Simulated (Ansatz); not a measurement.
# F-SiSi-F chair monolayer in a perpendicular field

What dipole does a perpendicular field induce in the F-SiSi-F chair monolayer, and does the gap follow? A positive field points along +c.

Method: plane-wave DFT, PBE-D3(BJ), Ansatz PAW (set soft_1); PAW set soft_1, in Ansatz 0.2.0.

## 1. Starting point

The cell holds 4 atoms: 2 F and 2 Si. Cell: a = 3.663 Å, b = 3.663 Å, c = 39.200 Å, α = 90.0°, β = 90.0°, γ = 120.0°. Vacuum lies along c.

## 2. Relaxation

The starting cell is a guess, so the in-plane lattice and the atoms are relaxed first, with the slab cut off from its images along the normal.

File input.yaml:

```yaml
crystal:
  lattice:
    - [3.663, 0.0, 0.0]
    - [-1.8315, 3.1722510541, 0.0]
    - [0.0, 0.0, 39.2000000002]
  atoms:
    - { symbol: F, position: [0.6666666667, 0.3333333333, 0.4477040816] }
    - { symbol: Si, position: [0.6666666667, 0.3333333333, 0.4905612245] }
    - { symbol: Si, position: [0.3333333333, 0.6666666667, 0.5094387755] }
    - { symbol: F, position: [0.3333333333, 0.6666666667, 0.5522959184] }
  periodic: [true, true, false]
kpoints:
  mp_grid: { grid: [12, 12, 1] }
hamiltonian:
  xc: pbe
  dispersion: d3bj
  pseudopotentials: { kind: paw, azcp: { folder: soft_1 } }
scf:
  occupations: { method: fermi_dirac, width: 0.05 }
  convergence: { dr2_threshold: 1.0e-09 }
relax:
  f_tol: 0.004
  max_steps: 90
  cell: {}
output:
  write_potential: true
  write_density: true
  volumetric_format: npy
```

Started as:

```
> ansatz run input.yaml --threads 2 --pin off --max-ram 3072MiB --backend cpu --events-out ev --progress --plain --runs-dir out
```

Numbers of over 12 decimals in the logs are rounded to 6 here.

What it wrote:

```text
Warning: relax.cell: scf.convergence.dr2_threshold = 1e-9 eV is looser than the 2.01197122807e-10 eV advised for a relaxation that steers and ends on the stress (1e-10 eV for each atom of the cell: 4, times the square of relax.cell.stress_2d_tol = 0.05 N/m over 14.1 Å (the atoms' height at the walk's start and 5 Å past either face), 3.546e-2 GPa, over a crystal's default 0.05). What an SCF threshold leaves in a stress goes as its square root, and in the free energy as the threshold itself, and one threshold admits the most on a small cell: [figures from the program's tests cut] Set scf.convergence.dr2_threshold to 2.01197122807e-10 eV or tighter. [rest of the remark cut]
Engine: ansatz 0.2.0, aarch64-unknown-linux-gnu
Pseudopotentials: kind: paw
Pseudopotential: F, paw, valence charge 7, recommended cutoff 420 eV (normal), soft_1/F.paw.azcp
Pseudopotential: Si, paw, valence charge 4, recommended cutoff 420 eV (normal), soft_1/Si.paw.azcp
Functional definition: PBE
  parameter kappa = 0.804
  parameter beta = 0.066725
  exchange = pbe_x(kappa = kappa, mu = beta*pi^2/3)
  correlation = pbe_c(beta = beta)
Crystal: 4 atoms, lattice volume = 455.502 Å³
Basis set: ecut = 420 eV, 8819 PW (Γ), exchange–correlation on 50×50×540 points (8 copies of the dense FFT grid, shifted against one another)
Bands: 15, of which v1, the nominal top of the filled ones, is band 11 counted from 1 (10 counted from 0)
Symmetry: 12 space group operations
Space group: P-3m1 (ITA 164), of the structure as read, at distance tolerance 7.7e-5 Å
k-points: 19 of 144
Non-local potential: F, projectors of the file, l = 0: 2, l = 1: 2, l = 2: 1
Non-local potential: Si, projectors of the file, l = 0: 2, l = 1: 2, l = 2: 1
PAW form: soft (Blöchl's): semilocal exchange-correlation on the pseudo side does not see the compensation charge
PAW one-centre angular grid: F, 110 points (default); XC on 64 Gauss nodes
PAW one-centre angular grid: Si, 110 points (default); XC on 64 Gauss nodes
Initial density: superposition of atomic densities (neutral atoms: chi_scale 0, normalization atom)
Initial wavefunctions: pseudopotential atomic-orbital guess
Functional: x = pbe(κ = 0.804, μ = 0.219515), c = pbe(β = 0.066725)
SCF iter   1: F=—  HF=-2890.730612 eV  |F-HF|=—  |Δ(HF+E_count)|=         —  Δρ=3.42e-2  dr2=4.47e0  ethr=3.10e-3  ⟨swp⟩=14.5  Hψ=2834  notcnv=0
preconditioner: auto → Resta (q_TF=auto, 1.646 Å⁻¹)  ε∞=1.5  [insulator: Δε(μ)=0.325 eV  Ē_g=10.770 eV  σ=0.050 eV  W_gap=0.92  n_scr=20 (ndim 8)  ℏωp=7.4 eV  f_vac=0.822  D(μ)=0.03/eV (n_scr^D=0)  ε∞_Penn≈1.5  vacuum switching on, ρ_ref=8.4e-3 e/Å³]
SCF iter   2: F=—  HF=-2889.809364 eV  |F-HF|=—  |Δ(HF+E_count)|=   9.21e-1  Δρ=2.13e-2  dr2=1.09e0  ethr=3.10e-3  ⟨swp⟩=5.2  Hψ=1088  notcnv=0
SCF iter   3: F=—  HF=-2889.581038 eV  |F-HF|=—  |Δ(HF+E_count)|=   2.28e-1  Δρ=7.21e-3  dr2=1.85e-1  ethr=3.10e-3  ⟨swp⟩=3.8  Hψ=862  notcnv=0
SCF iter   4: F=—  HF=-2889.554640 eV  |F-HF|=—  |Δ(HF+E_count)|=   2.64e-2  Δρ=1.90e-3  dr2=1.26e-2  ethr=8.42e-4  ⟨swp⟩=2.6  Hψ=613  notcnv=0
SCF iter   5: F=—  HF=-2889.555649 eV  |F-HF|=—  |Δ(HF+E_count)|=   1.01e-3  Δρ=3.28e-4  dr2=2.60e-4  ethr=5.74e-5  ⟨swp⟩=2.5  Hψ=565  notcnv=0
SCF iter   6: F=—  HF=-2889.555870 eV  |F-HF|=—  |Δ(HF+E_count)|=   2.21e-4  Δρ=1.71e-4  dr2=9.69e-5  ethr=1.18e-6  ⟨swp⟩=3.1  Hψ=628  notcnv=0
SCF iter   7: F=—  HF=-2889.555663 eV  |F-HF|=—  |Δ(HF+E_count)|=   2.07e-4  Δρ=2.39e-5  dr2=2.11e-6  ethr=4.40e-7  ⟨swp⟩=3.0  Hψ=588  notcnv=0
SCF iter   8: F=—  HF=-2889.555675 eV  |F-HF|=—  |Δ(HF+E_count)|=   1.20e-5  Δρ=3.61e-6  dr2=3.76e-8  ethr=9.60e-9  ⟨swp⟩=3.4  Hψ=630  notcnv=0
SCF iter   9: F=—  HF=-2889.555675 eV  |F-HF|=—  |Δ(HF+E_count)|=   7.93e-9  Δρ=9.31e-7  dr2=2.51e-9  ethr=1.71e-10  ⟨swp⟩=3.3  Hψ=634  notcnv=0
SCF iter  10: F=-2889.555675 eV  HF=-2889.555675 eV  |F-HF|=2.65e-10  |Δ(HF+E_count)|=  5.95e-10  Δρ=3.32e-7  dr2=2.97e-10  ethr=4.55e-12  ⟨swp⟩=11.7  Hψ=2293  notcnv=0
SCF 1 converged in 10 iterations: F = -2889.555675 eV  dr2 = 2.97e-10
  greatest PAW one-centre occupation: 0.932 electrons in one spin orbital (limit 2), on the F atom at site 3 (counted from 0), in its partial waves of l = 0
relax step   1: F+E_penalty+E_count = -2889.55567450 eV  Δ(F+E_penalty+E_count) = +0.000e0 eV  max|allowed force component| = 2.152e0 eV/Å  Δτ_max = 0.0000 Å  P = +7.028 N/m  Ω = 455.502 Å³  fix = [c, alpha, beta]  reactions: c +0.000 N/m  (10 SCF iters, accepted)
Crystal: 4 atoms, lattice volume = 487.981 Å³
Basis set: ecut = 420 eV, 9563 PW (Γ), exchange–correlation on 50×50×540 points (8 copies of the dense FFT grid, shifted against one another)
Initial density: handed on by an earlier stage of this run
Initial wavefunctions: those handed on with the density
iter 1 solved again at ethr=1.08e-4 eV; its pass at ethr=3.10e-3 eV (dr2=2.37e-2 eV) is discarded
SCF iter   1: F=—  HF=-2889.847191 eV  |F-HF|=—  |Δ(HF+E_count)|=         —  Δρ=3.41e-3  dr2=2.47e-2  ethr=1.08e-4  ⟨swp⟩=2.9  Hψ=2762  notcnv=0  defer=1
preconditioner: auto → Resta (q_TF=auto, 1.628 Å⁻¹)  ε∞=1.5  [insulator: Δε(μ)=0.417 eV  Ē_g=9.813 eV  σ=0.050 eV  W_gap=0.97  n_scr=20 (ndim 8)  ℏωp=7.1 eV  f_vac=0.834  D(μ)=0.01/eV (n_scr^D=0)  ε∞_Penn≈1.5  vacuum switching on, ρ_ref=7.0e-3 e/Å³]
SCF iter   2: F=—  HF=-2889.842783 eV  |F-HF|=—  |Δ(HF+E_count)|=   4.41e-3  Δρ=1.40e-3  dr2=5.14e-3  ethr=1.08e-4  ⟨swp⟩=3.2  Hψ=565  notcnv=0
SCF iter   3: F=—  HF=-2889.843268 eV  |F-HF|=—  |Δ(HF+E_count)|=   4.85e-4  Δρ=9.66e-4  dr2=2.61e-3  ethr=2.34e-5  ⟨swp⟩=3.1  Hψ=628  notcnv=0
SCF iter   4: F=—  HF=-2889.842683 eV  |F-HF|=—  |Δ(HF+E_count)|=   5.85e-4  Δρ=1.17e-4  dr2=4.21e-5  ethr=1.18e-5  ⟨swp⟩=2.9  Hψ=543  notcnv=0
SCF iter   5: F=—  HF=-2889.842305 eV  |F-HF|=—  |Δ(HF+E_count)|=   3.78e-4  Δρ=2.12e-5  dr2=1.42e-6  ethr=1.92e-7  ⟨swp⟩=3.1  Hψ=602  notcnv=0
SCF iter   6: F=—  HF=-2889.842322 eV  |F-HF|=—  |Δ(HF+E_count)|=   1.64e-5  Δρ=5.46e-6  dr2=9.16e-8  ethr=6.45e-9  ⟨swp⟩=2.9  Hψ=565  notcnv=0
SCF iter   7: F=—  HF=-2889.842322 eV  |F-HF|=—  |Δ(HF+E_count)|=   1.54e-8  Δρ=1.73e-6  dr2=7.01e-9  ethr=4.16e-10  ⟨swp⟩=3.2  Hψ=608  notcnv=0
SCF iter   8: F=-2889.842322 eV  HF=-2889.842322 eV  |F-HF|=8.28e-11  |Δ(HF+E_count)|=   4.19e-9  Δρ=9.30e-8  dr2=3.66e-11  ethr=4.55e-12  ⟨swp⟩=12.2  Hψ=2318  notcnv=0
SCF 2 converged in 8 iterations: F = -2889.842322 eV  dr2 = 3.66e-11
[...]
SCF iter   7: F=—  HF=-2889.933086 eV  |F-HF|=—  |Δ(HF+E_count)|=   1.52e-9  Δρ=1.74e-6  dr2=8.24e-9  ethr=3.61e-10  ⟨swp⟩=2.9  Hψ=616  notcnv=0
SCF iter   8: F=-2889.933086 eV  HF=-2889.933086 eV  |F-HF|=1.08e-10  |Δ(HF+E_count)|=   1.11e-9  Δρ=1.20e-7  dr2=4.35e-11  ethr=4.55e-12  ⟨swp⟩=11.7  Hψ=2237  notcnv=0
SCF 3 converged in 8 iterations: F = -2889.933086 eV  dr2 = 4.35e-11
relax step   3: F+E_penalty+E_count = -2889.93308607 eV  Δ(F+E_penalty+E_count) = -9.076e-2 eV  max|allowed force component| = 2.164e-1 eV/Å  Δτ_max = 0.0344 Å  P = +0.331 N/m  Ω = 515.304 Å³  energy of the carried Pulay correction = -1.172e-2 eV  fix = [c, alpha, beta]  reactions: c +0.000 N/m  (8 SCF iters, accepted)
[...]
relax step   4: F+E_penalty+E_count = -2889.93035866 eV  Δ(F+E_penalty+E_count) = +2.727e-3 eV  max|allowed force component| = 1.971e-1 eV/Å  Δτ_max = 0.0241 Å  P = -0.117 N/m  Ω = 516.090 Å³  energy of the carried Pulay correction = -1.186e-2 eV  fix = [c, alpha, beta]  (7 SCF iters, rejected (line search))
[...]
relax step   5: F+E_penalty+E_count = -2889.93469239 eV  Δ(F+E_penalty+E_count) = -1.606e-3 eV  max|allowed force component| = 8.738e-3 eV/Å  Δτ_max = 0.0079 Å  P = +0.005 N/m  Ω = 517.521 Å³  energy of the carried Pulay correction = -1.212e-2 eV  fix = [c, alpha, beta]  reactions: c +0.000 N/m  (8 SCF iters, accepted)
[...]
relax step   6: F+E_penalty+E_count = -2889.93466709 eV  Δ(F+E_penalty+E_count) = +2.530e-5 eV  max|allowed force component| = 1.938e-3 eV/Å  Δτ_max = 0.0002 Å  P = -0.006 N/m  Ω = 517.670 Å³  energy of the carried Pulay correction = -1.215e-2 eV  fix = [c, alpha, beta]  reactions: c -0.000 N/m  (5 SCF iters, accepted)
[...]
relax step   7: F+E_penalty+E_count = -2889.96983646 eV  Δ(F+E_penalty+E_count) = -3.517e-2 eV  max|allowed force component| = 6.730e-3 eV/Å  Δτ_max = 0.0000 Å  P = +0.566 N/m  Ω = 517.670 Å³  fix = [c, alpha, beta]  reactions: c +0.000 N/m  stress off target by 5.66e-1 N/m on what of the cell is left free  SCF on the basis re-selected at this cell (its energy is not comparable with the rows above)  (6 SCF iters)
[...]
relax step   8: F+E_penalty+E_count = -2889.97228026 eV  Δ(F+E_penalty+E_count) = -2.444e-3 eV  max|allowed force component| = 1.351e-3 eV/Å  Δτ_max = 0.0043 Å  P = +0.123 N/m  Ω = 524.477 Å³  energy of the carried Pulay correction = -1.266e-3 eV  fix = [c, alpha, beta]  reactions: c +0.000 N/m  (8 SCF iters, accepted)
[...]
relax step   9: F+E_penalty+E_count = -2889.97199296 eV  Δ(F+E_penalty+E_count) = +2.873e-4 eV  max|allowed force component| = 5.564e-4 eV/Å  Δτ_max = 0.0016 Å  P = -0.022 N/m  Ω = 526.838 Å³  energy of the carried Pulay correction = -1.744e-3 eV  fix = [c, alpha, beta]  reactions: c -0.000 N/m  (6 SCF iters, accepted)
iter 1 solved again at ethr=5.53e-7 eV; its pass at ethr=3.10e-3 eV (dr2=1.22e-4 eV) is discarded
SCF iter   1: F=—  HF=-2889.973960 eV  |F-HF|=—  |Δ(HF+E_count)|=         —  Δρ=4.95e-5  dr2=1.85e-6  ethr=5.53e-7  ⟨swp⟩=5.4  Hψ=4068  notcnv=0
preconditioner: auto → Resta (q_TF=auto, 1.607 Å⁻¹)  ε∞=1.5  [insulator: Δε(μ)=0.652 eV  Ē_g=9.770 eV  σ=0.050 eV  W_gap=1.00  n_scr=20 (ndim 8)  ℏωp=6.9 eV  f_vac=0.836  D(μ)=0.00/eV (n_scr^D=0)  ε∞_Penn≈1.5  vacuum switching on, ρ_ref=6.9e-3 e/Å³]
SCF iter   2: F=—  HF=-2889.973711 eV  |F-HF|=—  |Δ(HF+E_count)|=   2.49e-4  Δρ=2.19e-5  dr2=9.19e-7  ethr=8.39e-9  ⟨swp⟩=3.2  Hψ=635  notcnv=0
SCF iter   3: F=—  HF=-2889.973770 eV  |F-HF|=—  |Δ(HF+E_count)|=   5.99e-5  Δρ=1.26e-5  dr2=1.10e-7  ethr=4.18e-9  ⟨swp⟩=2.5  Hψ=545  notcnv=0
SCF iter   4: F=—  HF=-2889.973808 eV  |F-HF|=—  |Δ(HF+E_count)|=   3.75e-5  Δρ=2.47e-6  dr2=7.52e-9  ethr=5.02e-10  ⟨swp⟩=3.2  Hψ=616  notcnv=0
SCF iter   5: F=-2889.973812 eV  HF=-2889.973812 eV  |F-HF|=3.34e-7  |Δ(HF+E_count)|=   3.71e-6  Δρ=4.24e-7  dr2=3.02e-10  ethr=4.55e-12  ⟨swp⟩=15.4  Hψ=2779  notcnv=0
SCF 10 converged in 5 iterations: F = -2889.973812 eV  dr2 = 3.02e-10
relax step  10: F+E_penalty+E_count = -2889.97381208 eV  Δ(F+E_penalty+E_count) = -1.819e-3 eV  max|allowed force component| = 2.433e-4 eV/Å  Δτ_max = 0.0000 Å  P = -0.008 N/m  Ω = 526.838 Å³  fix = [c, alpha, beta]  reactions: c -0.000 N/m  stress off target by 7.96e-3 N/m on what of the cell is left free  SCF on the basis re-selected at this cell (its energy is not comparable with the rows above)  (5 SCF iters)
basis re-selected at this cell: Δ(F+E_penalty+E_count) = -1.819e-3 eV, ΔP = +0.014 N/m vs the last step (what re-selecting the basis moved, of the pressure what is left beyond the Pulay correction that the steps carried, after the strain that the cell walked since its last selection, with what the two solves' SCF thresholds leave and, on support functions, any second-order correction that the steps lacked; it is no m [...]
WARN: The output density's exchange-correlation potential varies sharply where the density is thin. Do not read a vacuum level from v_tot or v_xc, or from such a field of the output density. On a cell that repeats whose density bears no net charge and no dipole along the vacuum's axis use v_es (v_loc + v_h of the components); under efield.dipole_correction with no amplitude use v_es + v_field, which holds any externa [...]
SCF converged after 5 iterations
Free energy (F): -2889.973812 eV
Harris-Foulkes:  -2889.973812 eV  (|F-HF|=3.34e-7)
Internal energy: -2889.973786 eV  (E = F + TS)
E sigma→0 (E₀):  -2889.973799 eV
Entropy (-TS):   -0.000026 eV (-0.006 meV/atom)
Fermi energy:    -6.082330 eV
--- Per-component energies (eV) ---
  E_band       = -335.535330
  E_kinetic    = 477.804368
  E_local      = -27405.986701  (includes V_loc(G=0)·N_el)
  E_nonlocal   = 218.506735
  E_hartree    = 13407.330354
  E_xc         = -266.118545
  E_vxc        = -291.843425  (∫ρ·V_xc dr)
  E_paw        = -1432.800599  (= ΣΔE_a)
  E_vpaw       = -148.679014  (= ΣTr[D̂ρ^β])
  E_aug_tail   = 0.001467  (compensation charges beyond the density's cutoff)
  E_ewald      = 12111.660158
  E_disp       = -0.371024  (pairwise vdW)
  E_smearing   = -0.000026  (= −TS)
  E_closure    = 0.000000  (closes the sum)
  Σ components = -2889.973812   (vs F -2889.973812, Δ=0.00e0)
--- Forces (eV/Å), atoms counted from 1 ---
  atom   1  F     -0.00000000     0.00000000    -0.00024329
  atom   2  Si    -0.00000000     0.00000000    -0.00012424
  atom   3  Si     0.00000000    -0.00000000     0.00012424
  atom   4  F      0.00000000    -0.00000000     0.00024329
  max |Σ_I F_I| component: 1.85e-17 eV/Å
--- 2D stress c σ (N/m, compression-positive) ---
       -0.007961       0.000000       0.000000
        0.000000      -0.007961       0.000000
        0.000000       0.000000      -0.000000
  P = ½ c Tr σ = -0.0080 N/m
--- Band table (eV; the first three rows and the last of 19) ---
  k-point 0: bands = [... 7 lower, -11.4586, -11.4586, -6.4309, -6.4309, -5.7787, -2.7119, -2.7119, -2.6493]
  k-point 1: bands = [... 7 lower, -11.4609, -11.4471, -7.0129, -6.5548, -5.4989, -2.8605, -2.4292, -2.2026]
  k-point 2: bands = [... 7 lower, -11.4687, -11.4159, -7.9727, -6.8343, -5.1475, -3.1979, -1.6798, -1.1526]
  k-point 18: bands = [... 7 lower, -11.6675, -10.6955, -10.6955, -8.9517, -2.0289, -2.0289, -0.2606, -0.1813]
  the weakly bound empty levels are not read free of the cell's end (no_gap_told)
--- Relaxed structure (8 steps of the walk, 7 accepted, 2 SCFs on fresh bases) ---
  F+E_penalty+E_count = -2889.97381208 eV   max|allowed force component| = 2.433e-4 eV/Å   (the final SCF, on the basis selected at the relaxed cell)
  cell:  # Å, volume = 526.8384 Å³
    - [3.939403, 0.0, 0]
    - [-1.969701, 3.411623, 0]
    - [0, 0, 39.2000000002]
  atoms:
    - { symbol: F, position: [0.666667, 0.333333, 0.449463] }
    - { symbol: Si, position: [0.666667, 0.333333, 0.490975] }
    - { symbol: Si, position: [0.333333, 0.666667, 0.509025] }
    - { symbol: F, position: [0.333333, 0.666667, 0.550537] }
```

The job ended after 46 s (2 threads of Arm Neoverse V1, shared host; peak memory 0.65 GiB; 91 s of CPU time).

Step by step:

```csv
step,energy less that of the first step (eV),largest force component (eV/Å),volume (Å³)
1,0.0000,2.1523,455.50
2,-0.2866,1.2184,487.98
3,-0.3774,0.2164,515.30
4,-0.3747,0.1971,516.09
5,-0.3790,0.0087,517.52
6,-0.3790,0.0019,517.67
7*,-0.4142,0.0067,517.67
8,-0.4166,0.0014,524.48
9,-0.4163,0.0006,526.84
10*,-0.4181,0.0002,526.84
```

Relaxation steps marked * repeat the geometry before them on a plane-wave basis chosen anew for their cell, so energy and pressure can jump there. Relaxation step 4 was tried and not accepted.

Forces are held to the 12 operations that the run works with; a distortion that breaks them can't arise in this run.

```csv
cell as run,before,after,change
a (Å),3.663,3.939,+7.5 %
b (Å),3.663,3.939,+7.5 %
```

The atoms that moved most (Å, along periodic axes as changes of fractional coordinates times the final cell, across vacuum about the mean position):

```csv
atom,dx,dy,dz,length
F4,0.000,0.000,-0.069,0.069
F1,0.000,0.000,0.069,0.069
Si2,0.000,0.000,0.016,0.016
Si3,0.000,0.000,-0.016,0.016
```

Final coordinates:

```xyz
4
Lattice="3.9394 0.0000 0.0000 -1.9697 3.4116 0.0000 0.0000 0.0000 39.2000" Properties=species:S:1:pos:R:3
F     1.9697    1.1372   17.6189
Si    1.9697    1.1372   19.2462
Si    0.0000    2.2744   19.9538
F     0.0000    2.2744   21.5811
```

The lattice constant a goes from 3.663 to 3.939 Å.

(Part 1 of 2 ends here.)

[Logs are printed without paths, hosts, clocks, repeated set-up lines and the standing remarks that a program may print on its own settings, such as how far it seeks lower states.]

[Hosts, paths, dates, database ids (printed as entryN), source tags and the programs' standing remarks are cut or masked in the printed files.]

[Maps of the electrostatic potential energy from Ansatz leave out the sawtooth potential of an applied field or a dipole correction, so their vacuum need not be flat; planar profiles and work functions include it.]
